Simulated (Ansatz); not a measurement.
The cell is COD entry 9008680, as deposited and not checked against the literature; nothing was relaxed.

Input and log of a run on NaH: DFT, PBE, all-electron LAPW, scalar-relativistic (Ansatz 0.2.0).

Command: `ansatz run input.yaml --threads 1 --pin off --max-ram 2048MiB --backend cpu --events-out ev --progress --plain --runs-dir out` The run took 4.1 s on 1 thread of Arm Neoverse V1, on a shared host, peak memory 0.21 GiB.

```yaml
crystal:
  lattice:
    - [0.0, 2.44, 2.44]
    - [2.44, 0.0, 2.44]
    - [2.44, 2.44, 0.0]
  atoms:
    - { symbol: Na, position: [0.0, 0.0, 0.0] }
    - { symbol: H, position: [0.5, 0.5, 0.5] }
kpoints:
  mp_grid: { grid: [9, 9, 9] }
  band_path:
    path:
      - [0.0, 0.0, 0.0]
      - [0.5, 0.0, 0.5]
      - [0.625, 0.25, 0.625]
      - [0.375, 0.375, 0.75]
      - [0.0, 0.0, 0.0]
      - [0.5, 0.5, 0.5]
      - [0.5, 0.25, 0.75]
      - [0.5, 0.0, 0.5]
    npoints: 14
scf:
  occupations: { method: fermi_dirac, width: 0.03 }
hamiltonian:
  xc: pbe
  pseudopotentials: { kind: all_electron, lapw: { basis_error: 0.001 } }
output:
  forces: true
  stress: true
  eigenvalues: true
  populations: true
  dos: { projected: true, de: 0.2, e_range: [-14, 8] }
```

What the program printed:

```
Na: projections on atomic orbitals take those of the free atom 1s2 2s2 2p6 3s1, of charge +0.00 (hamiltonian.pseudopotentials.projection_atoms)
H: projections on atomic orbitals take those of the free atom 1s1, of charge +0.00 (hamiltonian.pseudopotentials.projection_atoms)
LAPW: plane waves up to 6.327 Å⁻¹, error target 1.0e-3 eV per atom; small_component_spin mean_spin; H in spheres of 0.994 Å, 1 of its electrons in bands, Dirac shells []; Na in spheres of 1.446 Å, 9 of its electrons in bands, Dirac shells []
Engine: ansatz 0.2.0
Pseudopotentials: kind: all_electron
Pseudopotential: Na, LAPW, valence charge 9, Koelling and Harmon's equation, gaussian nucleus
Pseudopotential: H, LAPW, valence charge 1, Koelling and Harmon's equation, gaussian nucleus
Functional definition: PBE
  parameter kappa = 0.804
  parameter beta = 0.06672455060314922
  exchange = pbe_x(kappa = kappa, mu = beta*pi^2/3)
  correlation = pbe_c(beta = beta)
Crystal: 2 atoms, lattice volume = 29.054 Å³
Basis set: ecut = 152.53401611206164 eV, 137 PW (Γ), exchange–correlation at level 2
Bands: 9, of which v1, the nominal top of the filled ones, is band 5 counted from 1 (4 counted from 0)
Symmetry: 48 space group operations
Space group: Fm-3m (ITA 225), of the structure as read, at distance tolerance 3.1e-5 Å
k-points: 35 of 729
Non-local potential: Na, projectors of the file, none
Non-local potential: H, projectors of the file, none
Initial density: superposition of atomic densities (chi_scale 0.1, normalization cell, long waves kept (reshape's long-wave potential 0.00 eV rms))
Initial wavefunctions: plane waves of lowest kinetic energy (no species holds an atomic orbital)
Functional: x = pbe(κ = 0.804, μ = 0.2195149727645171), c = pbe(β = 0.06672455060314922)
iter 1 solved again at ethr=7.07e-3 eV; its pass at ethr=1.00e-1 eV (dr2=7.07e-1 eV) is discarded
SCF iter   1: F=—  HF=-4436.761447 eV  |F-HF|=—  |Δ(HF+E_count)|=         —  Δρ=4.05e-2  dr2=7.07e-1  ethr=7.07e-3  ⟨swp⟩=2.0  Hψ=2221  notcnv=0
preconditioner: auto → none  [insulator: Δε(μ)=5.124 eV  Ē_g=11.730 eV  σ=0.030 eV  W_gap=1.00  n_scr=8 (ndim 8)  ℏωp=9.7 eV  f_vac=0.000  D(μ)=0.00/eV (n_scr^D=0)  ε∞_Penn≈1.7]
iter 2 solved again at ethr=5.84e-4 eV; its pass at ethr=7.07e-3 eV (dr2=5.84e-2 eV) is discarded
SCF iter   2: F=—  HF=-4436.351190 eV  |F-HF|=—  |Δ(HF+E_count)|=   4.10e-1  Δρ=1.14e-2  dr2=5.84e-2  ethr=5.84e-4  ⟨swp⟩=2.0  Hψ=1711  notcnv=0
SCF iter   3: F=—  HF=-4436.335241 eV  |F-HF|=—  |Δ(HF+E_count)|=         —  Δρ=1.45e-3  dr2=7.78e-4  ethr=5.84e-4  ⟨swp⟩=2.0  Hψ=946  notcnv=0
the basis was enlarged: its passes take 69.0 KiB over the memory plan, 1 of 1 planned eigensolver slots
SCF iter   4: F=—  HF=-4436.336556 eV  |F-HF|=—  |Δ(HF+E_count)|=   1.32e-3  Δρ=4.78e-4  dr2=8.03e-5  ethr=7.78e-6  ⟨swp⟩=2.7  Hψ=968  notcnv=0
SCF iter   5: F=—  HF=-4436.336747 eV  |F-HF|=—  |Δ(HF+E_count)|=   1.91e-4  Δρ=5.27e-5  dr2=1.11e-6  ethr=8.03e-7  ⟨swp⟩=3.0  Hψ=840  notcnv=0
SCF iter   6: F=-4436.336747 eV  HF=-4436.336747 eV  |F-HF|=1.29e-8  |Δ(HF+E_count)|=   2.07e-7  Δρ=3.74e-6  dr2=4.45e-9  ethr=1.11e-8  ⟨swp⟩=3.0  Hψ=840  notcnv=0
SCF 1 converged in 6 iterations: F = -4436.336747 eV  dr2 = 4.45e-9
NSCF: frozen V_eff on 99 k-points
SCF converged after 6 iterations
Free energy (F): -4436.336747 eV
Harris-Foulkes:  -4436.336747 eV  (|F-HF|=1.29e-8)
Internal energy: -4436.336747 eV  (E = F + TS)
E sigma→0 (E₀):  -4436.336747 eV
Fermi energy:    2.434791 eV
--- Per-component energies (eV) ---
  E_band       = -231.009725
  E_kinetic    = 4438.310110
  E_xc         = -401.019869
  E_electrostatic = -8473.626989  (all electrons and nuclei)
  E_smearing   = -0.000000  (= −TS)
  E_closure    = 0.000000  (closes the sum)
  E_atoms      = -4431.258615  (free atoms, spherical and without spin; not in F)
  Σ components = -4436.336747   (vs F -4436.336747, Δ=0.00e0)
  Basis errors (estimates in eV, not in F): energy 3.0e-4 per atom: plane waves 2.5e-4 (1.3e-4 summed), levels above the bands 3.3e-142, relativity 8.6e-10, radial functions 4.6e-5, core shells 1.4e-15; eigenvalues (radial functions only) 9.2e-4; not estimated: angular momenta, meshes, grids; target (lapw.basis_error) 1.0e-3; muffin-tin radii H 0.994 Å, Na 1.446 Å
--- Forces (eV/Å), atoms counted from 1 ---
  atom   1  Na    -0.00000000     0.00000000    -0.00000000
  atom   2  H      0.00000000    -0.00000000    -0.00000000
  max |Σ_I F_I| component: 5.55e-32 eV/Å
--- Stress (GPa, compression-positive) ---
       -0.633359       0.000000       0.000000
        0.000000      -0.633359       0.000000
        0.000000       0.000000      -0.633359
  P = ⅓ Tr σ = -0.6334 GPa (-6.334 kbar)
--- Band table (eV; the first three rows and the last of 35) ---
  k-point 0: bands = ["-49.7903", "-21.6735", "-21.6735", "-21.6735", "-3.0385", "10.6560", "15.8744", "15.8744", "15.8744"]
  k-point 1: bands = ["-49.7897", "-21.6835", "-21.6747", "-21.6747", "-2.8319", "9.9907", "13.5432", "15.1594", "15.1594"]
  k-point 2: bands = ["-49.7879", "-21.7087", "-21.6778", "-21.6778", "-2.2366", "8.1305", "12.0359", "14.4289", "14.4289"]
  k-point 34: bands = ["-49.7828", "-21.7311", "-21.7204", "-21.7015", "0.3978", "6.0598", "6.8392", "9.0909", "16.2499"]
--- Löwdin populations: 2 sites ---
  site symbol       q [e]
     0     Na     10.4062
     1      H      1.5711
  spilling = 0.001896 (of n_electrons = 12.000000)
```
